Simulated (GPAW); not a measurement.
Crystal: CdTe.

```
Te Cd
1.0
     0.00000    3.20500    3.20500
     3.20500    0.00000    3.20500
     3.20500    3.20500    0.00000
Te Cd
1 1
Direct
  0.75000 0.75000 0.75000
  0.00000 0.00000 0.00000
```

Base run:

```yaml
Program: GPAW 26.7.0
Functional: PW91
Potentials_or_basis: PAW data sets generated in the run's folder for this functional
Cutoff: 600 eV
Basis: pw
k_mesh: 6 × 6 × 6
Occupations: fermi-dirac, width 0.05 eV
Spin: spin-orbit coupling, no magnetisation
```

Its results: band gap on the k mesh 0.50 eV, direct.

The run is repeated on the same cell with these changes: functional from PW91 to vdW-DF; potentials or basis from PAW data sets generated in the run's folder for this functional to GPAW PAW data sets (gpaw-data 1.2.1). What comes out?

Band gap on the k mesh 0.64 eV, direct.

Caveats: spin-orbit coupling was added after a scalar SCF, so levels and gaps hold it while energy, forces, pressure and moments don't; this program's spin-orbit splittings come out too wide for heavy elements.

Not every run made on this cell is shown here.
